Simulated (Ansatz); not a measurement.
Level of theory: DFT, PBE, scalar-relativistic, collinear spin; plane waves to 420 eV with PAW datasets (Ansatz 0.2.0), Γ-centred 12×12×12 mesh, 0.05 eV Gaussian smearing; PAW files: Ansatz's generated set soft_2.

The calculation on NiX, where X is one element, gave:

```yaml
Space_group: Fm-3m (No. 225)
Conventional_cell: a = 5.267 Å, b = 5.267 Å, c = 5.267 Å, α = 90.00°, β = 90.00°, γ = 90.00°
Volume: 18.27 Å³/atom
Band_gap: zero (metallic)
Density_of_states_at_the_Fermi_level: 0.67 states/(eV·atom)
Magnetic_state: non-magnetic
Site_spin_moments: none
Bader_charges: Ni -0.21; X 0.21 e
Formation_energy_from_the_elements_0_K_uncorrected: 0.01 eV/atom
Bulk_modulus_Birch–Murnaghan: 104 GPa
Pressure_derivative_B0′: 4.8
```

Sites: Ni on 4b, X on 4a.

Task: Which element is X?
A. In
B. Sb
C. Sn
D. I

Result: B. X is Sb, so the compound is NiSb.

The start was a prototype's sites filled with these elements. The Crystallography Open Database lists the compound in space group P63/mmc, so this is a trial structure.

For elements this heavy, spin–orbit coupling would shift levels and gaps; it isn't included here.
